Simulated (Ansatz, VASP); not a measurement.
## W (W strained to the junction's net): VASP beside Ansatz

Wanted: the spread between two codes on one cell, functional and k mesh. The structure shown is the end of the Ansatz relaxation below.

Method: plane waves, with VASP 6.6.1 beside it; single point at PBE, in Ansatz 0.2.0.

## (1) The structure

The structure is tetragonal, space group I4/mmm (No. 139). The conventional cell has a = 3.194 Å, b = 3.194 Å, c = 3.177 Å, α = 90.00°, β = 90.00°, γ = 90.00°. Nearest to W lie 8 W at 2.76 Å.

## (2) Ansatz: relaxation, PBE

Ansatz runs on its default PAW (the set named soft_2) files.

This run makes the geometry at which the two programs are then compared.

The input, input.yaml:

```yaml
crystal:
  lattice:
    - [3.194, 0.0, 0.0]
    - [0.0, 3.194, 0.0]
    - [0.0, 0.0, 3.1532]
  atoms:
    - { symbol: W, position: [0.0, 0.0, 0.0] }
    - { symbol: W, position: [0.5, 0.5, 0.5] }
kpoints:
  mp_grid: { grid: [10, 10, 10] }
scf:
  occupations: { method: fermi_dirac, width: 0.1 }
  max_iter: 150
hamiltonian:
  xc: pbe
relax:
  f_tol: 0.01
  max_steps: 40
  cell: { fix: [a, b, angles] }
```

Run with:

```
$ ansatz run input.yaml --threads 4 --pin off --max-ram 12288MiB --backend cpu --events-out ev --progress --plain --runs-dir out
```

Numbers of over 12 decimals in the logs are rounded to 6 here.

Log:

```text
Engine: ansatz 0.2.0, aarch64-unknown-linux-gnu
Pseudopotentials: kind: paw
Pseudopotential: W, paw, valence charge 14, recommended cutoff 420 eV (normal), W.paw.azcp
Functional definition: PBE
  parameter kappa = 0.804
  parameter beta = 0.066725
  exchange = pbe_x(kappa = kappa, mu = beta*pi^2/3)
  correlation = pbe_c(beta = beta)
Crystal: 2 atoms, lattice volume = 32.168 Å³
Basis set: ecut = 420 eV, 619 PW (Γ), exchange–correlation on 48×48×48 points (8 copies of the dense FFT grid, shifted against one another)
Bands: 18, of which v1, the nominal top of the filled ones, is band 14 counted from 1 (13 counted from 0)
Symmetry: 32 space group operations
Space group: I4/mmm (ITA 139), of the structure as read, at distance tolerance 3.2e-5 Å
k-points: 126 of 1000
Non-local potential: W, projectors of the file, l = 0: 3, l = 1: 2, l = 2: 2, l = 3: 1
PAW form: soft (Blöchl's): semilocal exchange-correlation on the pseudo side does not see the compensation charge
PAW one-centre angular grid: W, 590 points (default); XC on 64 Gauss nodes
Initial density: superposition of atomic densities (neutral atoms: chi_scale 0, normalization atom), corrected by the library's trained network
Initial wavefunctions: pseudopotential atomic-orbital guess
Functional: x = pbe(κ = 0.804, μ = 0.219515), c = pbe(β = 0.066725)
SCF iter   1: F=—  HF=-20769.659383 eV  |F-HF|=—  |Δ(HF+E_count)|=         —  Δρ=1.71e-3  dr2=3.42e-4  ethr=1.77e-3  ⟨swp⟩=5.0  Hψ=9370  notcnv=0
preconditioner: auto → none  [metal: Δε(μ)=0.044 eV  Ē_g=5.548 eV  σ=0.100 eV  W_gap=0.11  n_scr=6 (ndim 8)  ℏωp=22.7 eV  f_vac=0.000  D(μ)=0.82/eV (n_scr^D=6)  sad-step TF]
SCF iter   2: F=—  HF=-20769.660188 eV  |F-HF|=—  |Δ(HF+E_count)|=   8.05e-4  Δρ=1.05e-3  dr2=1.41e-4  ethr=1.22e-6  ⟨swp⟩=2.4  Hψ=4979  notcnv=0
SCF iter   3: F=—  HF=-20769.660248 eV  |F-HF|=—  |Δ(HF+E_count)|=   5.99e-5  Δρ=2.71e-4  dr2=1.30e-5  ethr=5.05e-7  ⟨swp⟩=2.0  Hψ=3807  notcnv=0
SCF iter   4: F=—  HF=-20769.660236 eV  |F-HF|=—  |Δ(HF+E_count)|=   1.11e-5  Δρ=1.11e-4  dr2=1.70e-6  ethr=4.65e-8  ⟨swp⟩=3.0  Hψ=4115  notcnv=0
iter 5 did not close the SCF: its close was put off for the readings that it lacked (scf_convergence_deferred on its scf_iter line)
SCF iter   5: F=-20769.660236 eV  HF=-20769.660236 eV  |F-HF|=1.93e-10  |Δ(HF+E_count)|=   4.80e-7  Δρ=4.80e-6  dr2=2.65e-9  ethr=6.09e-9  ⟨swp⟩=2.0  Hψ=3806  notcnv=0
SCF iter   6: F=-20769.660236 eV  HF=-20769.660236 eV  |F-HF|=8.40e-10  |Δ(HF+E_count)|=  8.73e-10  Δρ=2.86e-6  dr2=1.09e-9  ethr=9.46e-12  ⟨swp⟩=1.7  Hψ=6818  notcnv=0
SCF 1 converged in 6 iterations: F = -20769.660236 eV  dr2 = 1.09e-9
  greatest PAW one-centre occupation: 1.000 electrons in one spin orbital (limit 2), on the W atom at site 1 (counted from 0), in its partial waves of l = 0
relax step   1: F+E_penalty+E_count = -20769.66023600 eV  Δ(F+E_penalty+E_count) = +0.000e0 eV  max|allowed force component| = 7.889e-31 eV/Å  Δτ_max = 0.0000 Å  P = +1.045 GPa  Ω = 32.168 Å³  fix = [a, b, alpha, beta, gamma]  reactions: a -0.430, b -0.430 GPa  (6 SCF iters, dr2 threshold 1.00e-7 eV, accepted)
[...]
relax step   2: F+E_penalty+E_count = -20769.63415554 eV  Δ(F+E_penalty+E_count) = +2.608e-2 eV  max|allowed force component| = 6.311e-30 eV/Å  Δτ_max = 0.0000 Å  P = -7.845 GPa  Ω = 33.176 Å³  energy of the carried Pulay correction = -4.598e-4 eV  fix = [a, b, alpha, beta, gamma]  (6 SCF iters, dr2 threshold 2.00e-7 eV, rejected (line search))
[...]
relax step   3: F+E_penalty+E_count = -20769.66304815 eV  Δ(F+E_penalty+E_count) = -2.812e-3 eV  max|allowed force component| = 5.916e-31 eV/Å  Δτ_max = 0.0000 Å  P = -1.416 GPa  Ω = 32.427 Å³  energy of the carried Pulay correction = -1.196e-4 eV  fix = [a, b, alpha, beta, gamma]  reactions: a -1.957, b -1.957 GPa  (6 SCF iters, accepted)
[...]
relax step   4: F+E_penalty+E_count = -20769.66307884 eV  Δ(F+E_penalty+E_count) = -3.070e-5 eV  max|allowed force component| = 6.903e-29 eV/Å  Δτ_max = 0.0000 Å  P = -1.230 GPa  Ω = 32.407 Å³  energy of the carried Pulay correction = -1.104e-4 eV  fix = [a, b, alpha, beta, gamma]  reactions: a -1.841, b -1.841 GPa  (6 SCF iters, dr2 threshold 2.00e-7 eV, accepted)
[...]
relax step   5: F+E_penalty+E_count = -20769.66320425 eV  Δ(F+E_penalty+E_count) = -1.254e-4 eV  max|allowed force component| = 6.193e-29 eV/Å  Δτ_max = 0.0000 Å  P = -1.231 GPa  Ω = 32.407 Å³  fix = [a, b, alpha, beta, gamma]  reactions: a -1.843, b -1.843 GPa  stress off target by 7.43e-3 GPa on what of the cell is left free  SCF on the basis re-selected at this cell (its energy is not comparable with the rows above)  (8 SCF iters)
basis re-selected at this cell: Δ(F+E_penalty+E_count) = -1.254e-4 eV, ΔP = -0.001 GPa vs the last step (what re-selecting the basis moved, of the pressure what is left beyond the Pulay correction that the steps carried, after the strain that the cell walked since its last selection, with what the two solves' SCF thresholds leave and, on support functions, any second-order correction that the steps lacked; it is no m [...]
SCF converged after 8 iterations
Free energy (F): -20769.663204 eV
Harris-Foulkes:  -20769.663204 eV  (|F-HF|=3.64e-12)
Internal energy: -20769.635377 eV  (E = F + TS)
E sigma→0 (E₀):  -20769.649290 eV
Entropy (-TS):   -0.027828 eV (-13.914 meV/atom)
Fermi energy:    22.051350 eV
--- Per-component energies (eV) ---
  E_band       = -177.925345
  E_kinetic    = 898.552548
  E_local      = -1227.445734  (includes V_loc(G=0)·N_el)
  E_nonlocal   = 0.460552
  E_hartree    = 438.635461
  E_xc         = -533.513383
  E_vxc        = -477.089545  (∫ρ·V_xc dr)
  E_paw        = -17124.728167  (= ΣΔE_a)
  E_vpaw       = -249.673960  (= ΣTr[D̂ρ^β])
  E_aug_tail   = -0.000130  (compensation charges beyond the density's cutoff)
  E_ewald      = -3221.596525
  E_smearing   = -0.027828  (= −TS)
  E_closure    = 0.000000  (closes the sum)
  Σ components = -20769.663204   (vs F -20769.663204, Δ=0.00e0)
--- Forces (eV/Å), atoms counted from 1 ---
  atom   1  W     -0.00000000    -0.00000000     0.00000000
  atom   2  W      0.00000000    -0.00000000     0.00000000
  max |Σ_I F_I| component: 9.47e-29 eV/Å
--- Stress (GPa, compression-positive) ---
       -1.842550       0.000000       0.000000
        0.000000      -1.842550       0.000000
        0.000000       0.000000      -0.007430
  P = ⅓ Tr σ = -1.2308 GPa (-12.308 kbar)
--- Relaxed structure (4 steps of the walk, 3 accepted, 1 SCFs on fresh bases) ---
  F+E_penalty+E_count = -20769.66320425 eV   max|allowed force component| = 6.193e-29 eV/Å   (the final SCF, on the basis selected at the relaxed cell)
  cell:  # Å, volume = 32.4070 Å³
    - [3.194, 0, 0.0]
    - [0, 3.194, 0.0]
    - [0.0, 0.0, 3.176650]
  atoms:
    - { symbol: W, position: [0.0, 0.0, 0.0] }
    - { symbol: W, position: [0.500000, 0.500000, 0.5] }
```

Reading the cycles: dr2 is the Hartree energy of the density residual (eV), the measure of convergence; HF is the Harris–Foulkes estimate of the energy, which meets the free energy F at convergence.

## (3) VASP: single point, PBE

The same cell, functional, mesh and smearing now go to VASP, with its own data sets.

Lines of VASP's logs that name or quote its potential files are left out, and so is its time.

The input, INCAR:

```
SYSTEM = W
PREC = Accurate
ENCUT = 600
EDIFF = 1E-06
NELM = 120
ISMEAR = -1
SIGMA = 0.1
LREAL = .FALSE.
ALGO = Normal
GGA = PE
NBANDS = 12
LASPH = .TRUE.
LORBIT = 11
LWAVE = .FALSE.
LCHARG = .FALSE.
ISIF = 2
GGA_COMPAT = .FALSE.
```

The input, POSCAR:

```
W
1.0
    3.1940000000      0.0000000000      0.0000000000
    0.0000000000      3.1940000000      0.0000000000
    0.0000000000      0.0000000000      3.1766500019
W
2
Direct
    0.0000000000      0.0000000000      0.0000000000
    0.5000000000      0.5000000000      0.5000000000
```

The input, KPOINTS:

```
Automatic mesh
0
Gamma
10 10 10
0 0 0
```

Potentials, in the order of the species: W (PBE family, release 64).

Run with:

```
$ mpirun -np 1 vasp_std
```

Log:

```text
[banner, memory and clock lines left out]
running    1 mpi-ranks, on    1 nodes
 distrk:  each k-point on    1 cores,    1 groups
 distr:  one band on    1 cores,    1 groups

 POSCAR found type information on POSCAR W
 POSCAR found :  1 types and       2 ions
 LDA part: xc-table for (Slater+PW92), standard interpolation
 POSCAR, INCAR and KPOINTS ok, starting setup
 FFT: planning ... GRIDC
 FFT: planning ... GRID_SOFT
 FFT: planning ... GRID
 WAVECAR not read
 entering main loop
       N       E                     dE             d eps       ncg     rms          rms(c)
DAV:   1     0.388621103821E+02    0.38862E+02   -0.59035E+03  3024   0.993E+02
DAV:   2    -0.242257351766E+02   -0.63088E+02   -0.58128E+02  3624   0.240E+02
DAV:   3    -0.273972852170E+02   -0.31716E+01   -0.30476E+01  3764   0.437E+01
DAV:   4    -0.274408439587E+02   -0.43559E-01   -0.43461E-01  3300   0.538E+00
DAV:   5    -0.274411496681E+02   -0.30571E-03   -0.30567E-03  3644   0.419E-01    0.277E+01
DAV:   6    -0.264453426411E+02    0.99581E+00   -0.73558E-01  3300   0.606E+00    0.136E+01
DAV:   7    -0.260578234278E+02    0.38752E+00   -0.84528E-01  3556   0.645E+00    0.578E-01
DAV:   8    -0.260547377666E+02    0.30857E-02   -0.62036E-03  3132   0.558E-01    0.182E-01
DAV:   9    -0.260544653938E+02    0.27237E-03   -0.43806E-04  3676   0.135E-01    0.224E-02
DAV:  10    -0.260544708338E+02   -0.54401E-05   -0.84871E-06  3420   0.311E-02    0.186E-02
DAV:  11    -0.260544681776E+02    0.26562E-05   -0.14520E-06  1896   0.800E-03    0.747E-04
DAV:  12    -0.260544683026E+02   -0.12497E-06   -0.10693E-07  1600   0.303E-03
   1 F= -.26054468E+02 E0= -.26040665E+02  d E =-.276058E-01
```

From OUTCAR (step 3):

```text
ion  position               nearest neighbor table
   1  0.000  0.000  0.000-   2 2.76   2 2.76   2 2.76   2 2.76   2 2.76   2 2.76   2 2.76   2 2.76

  LATTYP: Found a simple tetragonal cell.
 ALAT       =     3.1940000000
 C/A-ratio  =     0.9945679405

 Subroutine GETGRP returns: Found 16 space group operations
 (whereof 16 operations were pure point group operations)

The static configuration has the point symmetry D_4h.

 Found    126 irreducible k-points:

   k-points           NKPTS =    126   k-points in BZ     NKDIM =    126   number of bands    NBANDS=     12

   dimension x,y,z NGX =    28 NGY =   28 NGZ =   28
   dimension x,y,z NGXF=    56 NGYF=   56 NGZF=   56

   ENCUT  =  600.0 eV  44.10 Ry    6.64 a.u.   6.38  6.38  6.34*2*pi/ulx,y,z

   NELECT =      12.0000    total number of electrons

 k-points in reciprocal lattice and weights: Automatic mesh
   0.00000000  0.00000000  0.00000000       0.001
   0.10000000  0.00000000  0.00000000       0.004
   0.20000000  0.00000000  0.00000000       0.004
   0.30000000  0.00000000  0.00000000       0.004
   0.40000000  0.00000000  0.00000000       0.004
   0.50000000  0.00000000  0.00000000       0.002
   0.10000000  0.10000000  0.00000000       0.004
   0.20000000  0.10000000  0.00000000       0.008
   0.30000000  0.10000000  0.00000000       0.008
[...]
0.50000000  0.40000000  0.50000000       0.004
   0.50000000  0.50000000  0.50000000       0.001

 average (electrostatic) potential at core
       1 -38.2214       2 -38.2214

 E-fermi :   7.5601

 k-point     1 :       0.0000    0.0000    0.0000
  band No.  band energies     occupation
    ...
      2       1.9230      2.00000
      3       1.9379      2.00000
      4       6.3135      1.99999
      5       6.3838      1.99998
      6       6.3838      1.99998
      7       9.7004      0.00000
      8       9.7942      0.00000
      9      12.5197      0.00000
     10      12.5197      0.00000
     11      12.5420      0.00000
    ...

 k-point     2 :       0.1000    0.0000    0.0000
  band No.  band energies     occupation
    ...
      2       2.0571      2.00000
      3       2.1075      2.00000
      4       6.2941      1.99999
      5       6.3636      1.99999
      6       6.4929      1.99995
      7       9.3737      0.00000
      8       9.8930      0.00000
      9      11.6115      0.00000
     10      11.6220      0.00000
     11      12.2958      0.00000
    ...

 k-point     3 :       0.2000    0.0000    0.0000
  band No.  band energies     occupation
    ...
      2       2.4259      2.00000
      3       2.5710      2.00000
      4       6.2722      1.99999
      5       6.3393      1.99999
      6       6.8166      1.99882
      7       8.4754      0.00021
      8      10.1454      0.00000
      9      10.1771      0.00000
     10      10.2141      0.00000
     11      11.6839      0.00000
    ...

  Total       -1.0626378     -1.0626378     -0.6895400      0.0000000      0.0000000     -0.0000000
  in kB      -52.5359581    -52.5359581    -34.0903025      0.0000000      0.0000000     -0.0000000
  external PRESSURE =     -46.3874063 kB  Pullay stress =       0.0000000 kB

  energy-cutoff  :      600.00
  volume of cell :       32.41
      direct lattice vectors                 reciprocal lattice vectors
     3.194000000  0.000000000  0.000000000     0.313087038  0.000000000  0.000000000
     0.000000000  3.194000000  0.000000000     0.000000000  0.313087038  0.000000000
     0.000000000  0.000000000  3.176650002     0.000000000  0.000000000  0.314797034

 POSITION                                       TOTAL-FORCE (eV/Angst)
 -----------------------------------------------------------------------------------
      0.00000      0.00000      0.00000         0.000000      0.000000     -0.000000
      1.59700      1.59700      1.58833        -0.000000     -0.000000      0.000000
 -----------------------------------------------------------------------------------
    total drift:                                0.000000      0.000000      0.000000

  FREE ENERGIE OF THE ION-ELECTRON SYSTEM (eV)
  ---------------------------------------------------
  free  energy   TOTEN  =       -26.0544683026 eV

  energy  without entropy=      -26.0268625110  energy(sigma->0) =      -26.04066541

 total charge
# of ion       s       p       d       tot
------------------------------------------
    1        0.666   0.704   4.103   5.473
    2        0.666   0.704   4.103   5.473
--------------------------------------------------
tot          1.332   1.408   8.207  10.947

[... 3 further parts left out ...]
```

The data set W keeps the semicore shell frozen, which is cheaper and a little less accurate.

## (4) Differences

Known differences besides the potentials themselves: the data sets hold 28 valence electrons in Ansatz (on its default PAW (the set named soft_2) files) and 12 in VASP; the cutoff is 420 eV in Ansatz and 600 eV in VASP; Ansatz's pressure holds a Pulay correction, VASP's none. Total energies have different zeros and are not compared.

The two programs side by side:

```csv
quantity,Ansatz,VASP,difference
pressure (GPa),-1.23,-4.64,+3.41
```

## (5) Further runs

Further runs change the set-up of one program: Ansatz's method, potentials or start, or VASP's data sets, cutoff or form of LDA. The table gives that difference for each run.

```csv
run,pressure (GPa)
as above,3.4
VASP with the data sets W_sv and a cutoff of 500 eV,-0.48
```

## (6) Results

```
difference in pressure (single point, PBE) : 3.4 GPa
```

In words: The difference in pressure is 3.4 GPa (single point, PBE), beyond the 1 GPa picked in this series as the mark of a large difference. The data sets hold unlike numbers of valence electrons (28 in Ansatz and 12 in VASP), so part of the differences comes from the potentials. Single point, PBE, VASP with the data sets W_sv and a cutoff of 500 eV: the difference in pressure goes from 3.4 to -0.48 GPa. How closely two codes agree says nothing of how well the functional describes the real material.

[Lines on the potential files, build, host, timing and source positions are cut from VASP's logs without a mark.]

[Logs are printed without paths, hosts, clocks, repeated set-up lines and the standing remarks that a program may print on its own settings, such as how far it seeks lower states.]

[Hosts, paths, dates, database ids (printed as entryN), source tags and the programs' standing remarks are cut or masked in the printed files.]
